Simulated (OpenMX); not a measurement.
Runs of OpenMX 3.8.5 on Pt. Symmetry: P6_3/mmc, No. 194, hexagonal system. Conventional cell: a = 2.723 Å, b = 2.723 Å, c = 4.727 Å, α = 90.00°, β = 90.00°, γ = 120.00°. Pt (site symmetry -6m2) is surrounded by 12 Pt at 2.72 to 2.84 Å. This isn't the form of Pt at room conditions, which is fcc.

```csv
cell,k mesh,gap on the mesh (eV),pressure (GPa),largest force (eV/Å)
"P6_3/mmc, 15.18 Å³/atom",9 × 9 × 5,none,(a),0.02
"P6_3/mmc, 17.08 Å³/atom",9 × 9 × 5,none,-15.4,0.01
"P6_3/mmc, 15.81 Å³/atom",11 × 11 × 7,none,0.4,0.01
"P6_3/mmc, 15.81 Å³/atom",9 × 9 × 5,none,0.2,0.01
"P6_3/mmc, 14.55 Å³/atom",9 × 9 × 5,none,26.5,0.02
"P6_3/mmc, 13.92 Å³/atom",9 × 9 × 5,none,(b),0.02
"atoms moved at random, drawn with an rms of 0.05 Å",11 × 11 × 7,none,1.0,0.49
"P6_3/mmc, 16.45 Å³/atom",9 × 9 × 5,none,-8.5,0.01
```

Alike in all rows: task single point; level PBE; potentials or basis OpenMX 2013 PBE set, Pt7.0-s3p2d2f1, grid cutoff 400 Ry; no spin polarisation; smearing fermi-dirac 0.05 eV.

Estimate the missing entries.

(a) 12.0; (b) 45.6.

Caveats: the basis of atomic orbitals isn't converged, which shifts pressures, moduli and gaps.

A k mesh can miss the band edges, and the runs leave out spin-orbit coupling on Pt.

A gap of «none» marks a metal or a gap under the smearing width.
